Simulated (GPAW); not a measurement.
# BAs (F-43m) in GPAW: further runs, part 2 of 2

GPAW 26.7.0. The steps go on from the part before.

### Step 4. Phonons, mBEEF

Contents of run.py:

```python
import json
import numpy as np
from ase import Atoms
from ase.constraints import FixSymmetry
from ase.filters import FrechetCellFilter
from ase.io import read, write
from ase.optimize import BFGS
from phonopy import Phonopy
from phonopy.structure.atoms import PhonopyAtoms
from gpaw import GPAW, PW

atoms = read('BAs.xyz')

calc = GPAW(mode=PW(800),
            xc='mBEEF',
            kpts={'size': (10, 10, 10), 'gamma': True},
            occupations={'name': 'fermi-dirac', 'width': 0.05},
            nbands=11,
            convergence={'density': 1e-06, 'eigenstates': 1e-09},
            maxiter=150,
            txt='gpaw.txt')
atoms.calc = calc
atoms.set_constraint(FixSymmetry(atoms))
BFGS(FrechetCellFilter(atoms), trajectory='relax.traj', logfile='-').run(fmax=0.005, steps=40)
atoms.set_constraint()
energy = atoms.get_potential_energy()
forces = atoms.get_forces()
stress = atoms.get_stress()
calc.write('gs.gpw')
write('result.traj', atoms)
print('Cell:', atoms.cell.cellpar().round(4))
print(atoms.get_scaled_positions().round(5))

def force_constants(scale):
    unit = PhonopyAtoms(symbols=atoms.get_chemical_symbols(), cell=atoms.cell[:] * scale**(1 / 3),
                        scaled_positions=atoms.get_scaled_positions())
    ph = Phonopy(unit, supercell_matrix=np.diag([1, 1, 1]), primitive_matrix=np.eye(3), symprec=1e-4)
    ph.generate_displacements(distance=0.02)
    forces = []
    for i, sc in enumerate(ph.supercells_with_displacements):
        a = Atoms(sc.symbols, cell=sc.cell, scaled_positions=sc.scaled_positions, pbc=True)
        c = GPAW(mode=PW(680),
                 xc='mBEEF',
                 kpts={'size': (10, 10, 10), 'gamma': True},
                 occupations={'name': 'fermi-dirac', 'width': 0.05},
                 nbands=11,
                 convergence={'density': 1e-06, 'eigenstates': 1e-09},
                 maxiter=150,
                 txt=f'disp-{scale:.3f}-{i:02d}.txt')
        a.calc = c
        f = a.get_forces()
        forces.append(f - f.mean(axis=0))
        print(f'displacement {i}: drift', f.mean(axis=0).round(5), flush=True)
    ph.forces = forces
    ph.produce_force_constants()
    ph.symmetrize_force_constants()
    return ph

qpoints = [[0.0, 0.0, 0.0]]
results = {}
for scale in [1.0]:
    ph = force_constants(scale)
    ph.run_qpoints(qpoints)
    nu = ph.qpoints.frequencies * 33.35641  # THz to cm^-1
    results[f'{scale:.3f}'] = nu.tolist()
    for qp, f in zip(qpoints, nu):
        print(scale, np.round(qp, 4), f.round(2))
json.dump(results, open('phonons.json', 'w'))
```

Contents of BAs.xyz:

```xyz
2
Lattice="0.0000000000 2.3885000000 2.3885000000 2.3885000000 0.0000000000 2.3885000000 2.3885000000 2.3885000000 0.0000000000" Properties=species:S:1:pos:R:3 pbc="T T T"
As     3.5827500000      3.5827500000      3.5827500000
B      0.0000000000      0.0000000000      0.0000000000
```

Potentials or basis: GPAW PAW data sets (gpaw-data 1.2.1), pw.

The run is started by

```sh
$ OMP_NUM_THREADS=1 python run.py
```

gpaw.txt:

```text
__  _  _
 | _ |_)|_||  |
 |__||  | ||/\| - 26.7.0

Input parameters:
  mode=PW(ecut=800.0),
  convergence={'density': 1e-06, 'eigenstates': 1e-09},
  kpts=MonkhorstPack(size=(10, 10, 10), gamma=True),
  maxiter=150,
  nbands=11,
  occupations=Occupations(name='fermi-dirac', width=0.05),
  xc=XC(name='mBEEF')

Diagonalizing LCAO Hamiltonian
Converting LCAO to pw mode

                   As

       B

Atoms  # Å, Bohr magnetons
|   | symbol |         x |         y |        z |    initial magnetic moments |
|---|--------|-----------|-----------|----------|-----------------------------|
| 0 |     As |  3.582750 |  3.582750 | 3.582750 | ( 0.0000,  0.0000,  0.0000) |
| 1 |      B | -0.000000 | -0.000000 | 0.000000 | ( 0.0000,  0.0000,  0.0000) |

Unit cell  # Å
| periodic |        x |        y |        z |  lengths |    angles |
|----------|----------|----------|----------|----------|-----------|
|      yes | 0.000000 | 2.388500 | 2.388500 | 3.377849 | 60.000000 |
|      yes | 2.388500 | 0.000000 | 2.388500 | 3.377849 | 60.000000 |
|      yes | 2.388500 | 2.388500 | 0.000000 | 3.377849 | 60.000000 |

Number of symmetries: 24
Symmetry operations  # r_c * U_cc + t_c -> r_c
|    | kind |            matrix            |
|----|------|------------------------------|
|  0 |  E   |  1, 0, 0,  0, 1, 0,  0, 0, 1 |
|  1 |  σ   |  1, 0, 0,  0, 0, 1,  0, 1, 0 |
|  2 |  σ   |  1, 0,-1,  0, 1,-1,  0, 0,-1 |
|  3 |  C3  |  1, 0,-1,  0, 0,-1,  0, 1,-1 |
|  4 |  C3  |  1,-1, 0,  0,-1, 1,  0,-1, 0 |
|  5 |  σ   |  1,-1, 0,  0,-1, 0,  0,-1, 1 |
|  6 |  σ   |  0, 1, 0,  1, 0, 0,  0, 0, 1 |
|  7 |  C3  |  0, 1, 0,  0, 0, 1,  1, 0, 0 |
|  8 |  C2  |  0, 1,-1,  1, 0,-1,  0, 0,-1 |
[... 146 lines left out ...]
SCF iterations
|iter     | |      energy | eigst |  dens |
|---------|-|-------------|-------|-------|
|iter:   1| |  -91.442560 | -0.35 |       |
|iter:   2| |  -87.767423 | -1.41 | -0.78 |
|iter:   3| |  -88.164598 | -1.01 | -0.79 |
|iter:   4| |  -87.823356 | -1.63 | -0.83 |
|iter:   5| |  -87.819802 | -2.98 | -1.59 |
|iter:   6| |  -87.823714c| -3.40 | -1.88 |
|iter:   7| |  -87.823693c| -5.44 | -2.86 |
|iter:   8| |  -87.823704c| -5.99 | -3.31 |
|iter:   9| |  -87.823704c| -7.76 | -4.07 |
|iter:  10| |  -87.823704c| -9.00c| -4.92 |
[... 295 lines left out ...]
|         x |         y |        z |
|-----------|-----------|----------|
|  0.002013 | -0.000000 | 0.000000 |
| -0.000000 |  0.002013 | 0.000000 |
|  0.000000 |  0.000000 | 0.002013 |

Forces  # eV/Ang
|       x |       y |        z |
|---------|---------|----------|
| 0.00000 | 0.00000 | -0.00000 |  # As   0
| 0.00000 | 0.00000 |  0.00000 |  # B    1

Interpolating wave functions to new cell

                   As

       B

Atoms  # Å, Bohr magnetons
|   | symbol |         x |         y |        z |    initial magnetic moments |
|---|--------|-----------|-----------|----------|-----------------------------|
| 0 |     As |  3.579146 |  3.579146 | 3.579146 | ( 0.0000,  0.0000,  0.0000) |
| 1 |      B | -0.000000 | -0.000000 | 0.000000 | ( 0.0000,  0.0000,  0.0000) |

Unit cell  # Å
| periodic |        x |         y |        z |  lengths |    angles |
|----------|----------|-----------|----------|----------|-----------|
|      yes | 0.000000 |  2.386097 | 2.386097 | 3.374451 | 60.000000 |
|      yes | 2.386097 | -0.000000 | 2.386097 | 3.374451 | 60.000000 |
|      yes | 2.386097 |  2.386097 | 0.000000 | 3.374451 | 60.000000 |

Number of symmetries: 24
Symmetry operations  # r_c * U_cc + t_c -> r_c
|    | kind |            matrix            |
|----|------|------------------------------|
|  0 |  E   |  1, 0, 0,  0, 1, 0,  0, 0, 1 |
|  1 |  σ   |  1, 0, 0,  0, 0, 1,  0, 1, 0 |
|  2 |  σ   |  1, 0,-1,  0, 1,-1,  0, 0,-1 |
|  3 |  C3  |  1, 0,-1,  0, 0,-1,  0, 1,-1 |
|  4 |  C3  |  1,-1, 0,  0,-1, 1,  0,-1, 0 |
|  5 |  σ   |  1,-1, 0,  0,-1, 0,  0,-1, 1 |
|  6 |  σ   |  0, 1, 0,  1, 0, 0,  0, 0, 1 |
|  7 |  C3  |  0, 1, 0,  0, 0, 1,  1, 0, 0 |
|  8 |  C2  |  0, 1,-1,  1, 0,-1,  0, 0,-1 |
[... 149 lines left out ...]
|iter:   1| |  -95.021978 | -0.55 |       |
|iter:   2| |  -87.815800 | -1.12 | -1.26 |
|iter:   3| |  -87.824204 | -2.91 | -2.41 |
|iter:   4| |  -87.823791 | -4.82 | -2.51 |
|iter:   5| |  -87.823755c| -5.63 | -2.63 |
|iter:   6| |  -87.823732c| -5.66 | -2.77 |
|iter:   7| |  -87.823733c| -5.53 | -3.00 |
|iter:   8| |  -87.823739c| -5.62 | -3.31 |
|iter:   9| |  -87.823735c| -7.06 | -3.44 |
|iter:  10| |  -87.823735c| -8.33 | -3.71 |
|iter:  11| |  -87.823736c| -7.78 | -3.76 |
|iter:  12| |  -87.823736c| -8.53 | -3.99 |
|iter:  13| |  -87.823736c| -8.09 | -4.10 |
|iter:  14| |  -87.823736c| -8.68 | -4.59 |
|iter:  15| |  -87.823736c| -9.14c| -5.79 |
|iter:  16| |  -87.823736c| -9.80c| -6.21c|

Converged in 16 steps
Energy contributions relative to reference atoms: (reference = -62172.463167)

Energy contributions:
  Kinetic:          23.878316
  Coulomb:         -20.967735
  Zero:             -0.033428
  External:          0.000000
  Xc:              -90.700889
  Entropy:          -0.000000
  Spinorbit:         0.000000
  ----------------------------
  Free energy:     -87.823736
  Extrapolated:    -87.823736
[... 19 lines left out ...]
Gap: 1.618 eV
Transition (v -> c):
  (s=0, k=0, n=3, [0.00, 0.00, 0.00]) -> (s=0, k=24, n=4, [0.40, 0.40, 0.00])
Direct/indirect transitions are different
Direct gap: 3.726 eV
Transition at: (s=0, k=0, n=3, [0.00, 0.00, 0.00])

Stress tensor  # eV/Ang^3
|         x |         y |         z |
|-----------|-----------|-----------|
| -0.000006 |  0.000000 | -0.000000 |
|  0.000000 | -0.000006 | -0.000000 |
| -0.000000 | -0.000000 | -0.000006 |

Forces  # eV/Ang
|       x |        y |        z |
|---------|----------|----------|
| 0.00000 | -0.00000 | -0.00000 |  # As   0
| 0.00000 |  0.00000 | -0.00000 |  # B    1

# Writing to gs.gpw (mode='')
```

Wall time 23 min (1 thread of Arm Neoverse N1, shared host); peak memory 0.61 GiB.

What came out:

| Property | Result |
| --- | --- |
| Free energy | -87.8237 eV |
| Relaxed volume | 13.59 Å³/atom |
| Relaxed cell | a = 3.374 Å, b = 3.374 Å, c = 3.374 Å, α = 60.00°, β = 60.00°, γ = 60.00° |
| Space group after relaxing (to 0.05 Å) | F-43m (No. 216) |
| Pressure after relaxing | 0.0 GPa |
| Band gap on the k mesh | 1.62 eV, indirect (least direct gap 3.73 eV) |
| Highest phonon frequency at Γ, LO-TO splitting left out | 719 cm⁻¹ |

Final structure:
```xyz
2
Lattice="0.0000 2.3861 2.3861 2.3861 0.0000 2.3861 2.3861 2.3861 0.0000" Properties=species:S:1:pos:R:3 pbc="T T T"
As    3.5791    3.5791    3.5791
B     0.0000    0.0000    0.0000
```

Phonon frequencies in cm⁻¹ (negative: imaginary):
| q point | frequencies |
| --- | --- |
| (0.000, 0.000, 0.000) | 0 0 0 719 719 719 |

Caveat: the cutoff is short for stress and forces, so pressures can be off by a GPa or more; the LO-TO splitting is left out; the PAW data sets were made with another functional, which shifts forces and pressure a little. A k mesh can miss the band edges.

### Step 5. Elastic constants, PBE+D3, 13.63 Å³/atom

Contents of run.py:

```python
import json
import numpy as np
import spglib
from ase.calculators.mixing import SumCalculator
from ase.constraints import FixSymmetry
from ase.filters import FrechetCellFilter
from ase.io import read, write
from ase.optimize import BFGS
from ase.stress import full_3x3_to_voigt_6_stress, voigt_6_to_full_3x3_strain, voigt_6_to_full_3x3_stress
from ase.units import GPa
from dftd3.ase import DFTD3
from gpaw import GPAW, PW

atoms = read('POSCAR')

calc = GPAW(mode=PW(800),
            xc='PBE',
            kpts={'size': (10, 10, 10), 'gamma': True},
            occupations={'name': 'fermi-dirac', 'width': 0.05},
            nbands=11,
            convergence={'density': 1e-06, 'eigenstates': 1e-09},
            maxiter=150,
            symmetry={'tolerance': 0.001},
            txt='gpaw.txt')
atoms.calc = SumCalculator([calc, DFTD3(method='pbe', damping='d3zero')])
atoms.set_constraint(FixSymmetry(atoms))
BFGS(FrechetCellFilter(atoms), trajectory='relax.traj', logfile='-').run(fmax=0.005, steps=40)
atoms.set_constraint()
energy = atoms.get_potential_energy()
forces = atoms.get_forces()
stress = atoms.get_stress()
calc.write('gs.gpw')
write('result.traj', atoms)
print('Cell:', atoms.cell.cellpar().round(4))
print(atoms.get_scaled_positions().round(5))

gpts = tuple(int(n) for n in calc.get_number_of_grid_points())
cell = atoms.cell[:].T
dataset = spglib.get_symmetry((atoms.cell[:], atoms.get_scaled_positions(), atoms.numbers), symprec=1e-4)
rotations = [cell @ w @ np.linalg.inv(cell) for w in dataset['rotations']]
strains, clamped, relaxed = [], [], []
for v in [0, 3]:
    for e in (-0.005, 0.005):
        voigt = np.zeros(6)
        voigt[v] = e
        F = voigt_6_to_full_3x3_strain(voigt)
        a = atoms.copy()
        a.set_cell(atoms.cell[:] @ F, scale_atoms=True)
        c = GPAW(mode=PW(800),
                 xc='PBE',
                 kpts={'size': (10, 10, 10), 'gamma': True},
                 occupations={'name': 'fermi-dirac', 'width': 0.05},
                 nbands=11,
                 convergence={'density': 1e-06, 'eigenstates': 1e-09},
                 maxiter=150,
                 symmetry={'tolerance': 0.001},
                 gpts=gpts,
                 txt=f'strain-{v}{e:+.3f}.txt')
        a.calc = SumCalculator([c, DFTD3(method='pbe', damping='d3zero')])
        s0 = s1 = a.get_stress() - stress
        BFGS(a, logfile=None).run(fmax=0.003, steps=25)
        s1 = a.get_stress() - stress
        print(v, e, 'clamped', (s0 / GPa).round(3), 'relaxed', (s1 / GPa).round(3), flush=True)
        for R in rotations:  # images under the point group
            eps = R @ (F - np.eye(3)) @ R.T
            strains.append(full_3x3_to_voigt_6_stress(eps) * [1, 1, 1, 2, 2, 2])
            for s, rows in ((s0, clamped), (s1, relaxed)):
                rows.append(full_3x3_to_voigt_6_stress(R @ voigt_6_to_full_3x3_stress(s) @ R.T))

C0, C = (np.linalg.lstsq(np.array(strains), np.array(s), rcond=None)[0].T / GPa for s in (clamped, relaxed))
print('Clamped-ion Cij (GPa):')
print(C0.round(1))
print('Relaxed-ion Cij (GPa):')
print(C.round(1))
json.dump({'clamped': C0.tolist(), 'relaxed': C.tolist()}, open('elastic.json', 'w'))
```

Contents of POSCAR:

```
BAs
1.0
    0.0000000000      2.3885000000      2.3885000000
    2.3885000000      0.0000000000      2.3885000000
    2.3885000000      2.3885000000      0.0000000000
As B
1 1
Direct
    0.7500000000      0.7500000000      0.7500000000
    0.0000000000      0.0000000000      0.0000000000
```

Potentials or basis: GPAW PAW data sets (gpaw-data 1.2.1), pw.

The run is started by

```sh
$ OMP_NUM_THREADS=1 python run.py
```

gpaw.txt:

```text
__  _  _
 | _ |_)|_||  |
 |__||  | ||/\| - 26.7.0

Input parameters:
  mode=PW(ecut=800.0),
  convergence={'density': 1e-06, 'eigenstates': 1e-09},
  kpts=MonkhorstPack(size=(10, 10, 10), gamma=True),
  maxiter=150,
  nbands=11,
  occupations=Occupations(name='fermi-dirac', width=0.05),
  symmetry=Symmetry(tolerance=0.001),
  xc=XC(name='PBE')

Diagonalizing LCAO Hamiltonian
Converting LCAO to pw mode

                   As

       B

Atoms  # Å, Bohr magnetons
|   | symbol |         x |         y |        z |    initial magnetic moments |
|---|--------|-----------|-----------|----------|-----------------------------|
| 0 |     As |  3.582750 |  3.582750 | 3.582750 | ( 0.0000,  0.0000,  0.0000) |
[... 485 lines left out ...]
Atoms  # Å, Bohr magnetons
|   | symbol |         x |         y |        z |    initial magnetic moments |
|---|--------|-----------|-----------|----------|-----------------------------|
| 0 |     As |  3.590889 |  3.590889 | 3.590889 | ( 0.0000,  0.0000,  0.0000) |
| 1 |      B | -0.000000 | -0.000000 | 0.000000 | ( 0.0000,  0.0000,  0.0000) |

Unit cell  # Å
| periodic |         x |        y |        z |  lengths |    angles |
|----------|-----------|----------|----------|----------|-----------|
|      yes | -0.000000 | 2.393926 | 2.393926 | 3.385523 | 60.000000 |
|      yes |  2.393926 | 0.000000 | 2.393926 | 3.385523 | 60.000000 |
|      yes |  2.393926 | 2.393926 | 0.000000 | 3.385523 | 60.000000 |

Number of symmetries: 24
Symmetry operations  # r_c * U_cc + t_c -> r_c
|    | kind |            matrix            |
|----|------|------------------------------|
|  0 |  E   |  1, 0, 0,  0, 1, 0,  0, 0, 1 |
|  1 |  σ   |  1, 0, 0,  0, 0, 1,  0, 1, 0 |
|  2 |  σ   |  1, 0,-1,  0, 1,-1,  0, 0,-1 |
|  3 |  C3  |  1, 0,-1,  0, 0,-1,  0, 1,-1 |
|  4 |  C3  |  1,-1, 0,  0,-1, 1,  0,-1, 0 |
|  5 |  σ   |  1,-1, 0,  0,-1, 0,  0,-1, 1 |
|  6 |  σ   |  0, 1, 0,  1, 0, 0,  0, 0, 1 |
|  7 |  C3  |  0, 1, 0,  0, 0, 1,  1, 0, 0 |
|  8 |  C2  |  0, 1,-1,  1, 0,-1,  0, 0,-1 |
[... 199 lines left out ...]
Stress tensor  # eV/Ang^3
|         x |         y |         z |
|-----------|-----------|-----------|
| -0.014337 | -0.000000 | -0.000000 |
| -0.000000 | -0.014337 | -0.000000 |
| -0.000000 | -0.000000 | -0.014337 |

Forces  # eV/Ang
|       x |        y |        z |
|---------|----------|----------|
| 0.00000 | -0.00000 |  0.00000 |  # As   0
| 0.00000 |  0.00000 | -0.00000 |  # B    1

# Writing to gs.gpw (mode='')
```

stdout:

```text
Step          Energy          fmax
BFGS:    0      -11.786524        0.080060
BFGS:    1      -11.786789        0.059885
BFGS:    2      -11.787198        0.000442
Cell: [ 3.3855  3.3855  3.3855 60.     60.     60.    ]
[[0.75 0.75 0.75]
 [0.   0.   1.  ]]
0 -0.005 clamped [-1.368 -0.346 -0.346 -0.     0.     0.   ] relaxed [-1.368 -0.346 -0.346 -0.     0.     0.   ]
0 0.005 clamped [ 1.35   0.328  0.328 -0.    -0.     0.   ] relaxed [ 1.35   0.328  0.328 -0.    -0.     0.   ]
3 -0.005 clamped [-0.002 -0.006 -0.006 -0.838  0.     0.   ] relaxed [ 0.    -0.004 -0.004 -0.744  0.     0.   ]
3 0.005 clamped [-0.002 -0.006 -0.006  0.838  0.     0.   ] relaxed [ 0.    -0.004 -0.004  0.744  0.     0.   ]
Clamped-ion Cij (GPa):
[[271.7  67.4  67.4   0.    0.   -0. ]
 [ 67.4 271.7  67.4   0.   -0.   -0. ]
 [ 67.4  67.4 271.7   0.    0.   -0. ]
 [  0.    0.    0.  167.6  -0.    0. ]
 [  0.    0.   -0.   -0.  167.6  -0. ]
 [  0.   -0.    0.    0.   -0.  167.6]]
Relaxed-ion Cij (GPa):
[[271.7  67.4  67.4   0.    0.   -0. ]
 [ 67.4 271.7  67.4   0.   -0.   -0. ]
 [ 67.4  67.4 271.7   0.    0.   -0. ]
 [  0.    0.   -0.  148.7  -0.    0. ]
 [  0.    0.   -0.    0.  148.7  -0. ]
 [  0.   -0.    0.    0.   -0.  148.7]]
```

strain-0-0.005.txt:

```text
SCF iterations
|iter     | |      energy | eigst |  dens |
|---------|-|-------------|-------|-------|
|iter:   1| |  -11.980186 | -0.26 |       |
|iter:   2| |  -11.863054 | -2.32 | -0.72 |
|iter:   3| |  -11.408232 | -1.71 | -0.76 |
|iter:   4| |  -11.405842 | -3.16 | -1.44 |
|iter:   5| |  -11.406277c| -4.03 | -1.89 |
|iter:   6| |  -11.406306c| -5.68 | -2.66 |
[... 45 lines left out ...]

Stress tensor  # eV/Ang^3
|         x |         y |         z |
|-----------|-----------|-----------|
| -0.023101 | -0.000000 |  0.000000 |
| -0.000000 | -0.016688 |  0.000000 |
|  0.000000 |  0.000000 | -0.016688 |

Forces  # eV/Ang
|        x |       y |       z |
|----------|---------|---------|
|  0.00000 | 0.00000 | 0.00000 |  # As   0
| -0.00000 | 0.00000 | 0.00000 |  # B    1
```

Wall time 6.3 min (1 thread of Arm Neoverse V1, shared host); peak memory 0.4 GiB.

What came out:

* Free energy: -11.7872 eV
* Relaxed volume: 13.72 Å³/atom
* Relaxed cell: a = 3.386 Å, b = 3.386 Å, c = 3.386 Å, α = 60.00°, β = 60.00°, γ = 60.00°
* Space group after relaxing (to 0.05 Å): F-43m (No. 216)
* Pressure after relaxing: 0.0 GPa
* Band gap on the k mesh: 1.19 eV, indirect (least direct gap 3.28 eV)
* Elastic constants C11, C12, C44: 272, 67, 149 GPa
* Voigt bulk modulus: 136 GPa
* Bulk modulus (Hill): 136 GPa
* Shear modulus (Hill): 128 GPa
* Young's modulus: 292 GPa
* Poisson's ratio (from the elastic constants): 0.14
* Dispersion energy per atom: -0.189 eV

Caveat: the density grid can change from cell to cell, which puts small steps into energies and stress.

### Step 6. Overview

```csv
task,level,spin,cell,k mesh,cutoff (eV),band path,band points,spin axis theta (degrees),spin axis phi (degrees),convergence,gap on the mesh (eV),pressure (GPa)
band structure,rSCAN,"SOC, no magnetisation",as given,8 × 8 × 8,800,"GXWKGLUWLK,UX",60,54.7,45,-,1.33,0.5
equation of state,PBE,off,as given,8 × 8 × 8,800,-,-,-,-,-,-,-
phonons,mBEEF,off,relaxed,10 × 10 × 10,680,-,-,-,-,density=1e-06 eigenstates=1e-09,1.62,0.0
```

Alike in all rows: potentials or basis GPAW PAW data sets (gpaw-data 1.2.1), pw; smearing fermi-dirac 0.05 eV.

Caveats: the PAW data sets were made with another functional, which shifts forces and pressure a little (some runs); spin-orbit coupling was added after a scalar SCF, so levels and gaps hold it while energy, forces, pressure and moments don't (some runs); this program's spin-orbit splittings come out too wide for heavy elements (some runs); the cutoff is short for stress and forces, so pressures can be off by a GPa or more (some runs); the LO-TO splitting is left out (some runs).

Absolute energies hang on the potentials; compare differences alone.

### Step 7. How close it comes

Step 3. A measured bulk modulus of BAs is 148 GPa (quoted in “Basic Physical Properties of Cubic Boron Arsenide”, 2019, arxiv:1911.11281); the calculated 132 GPa misses it by -10.6 %. The fit is for a static lattice scaled at fixed shape and fixed fractional positions.
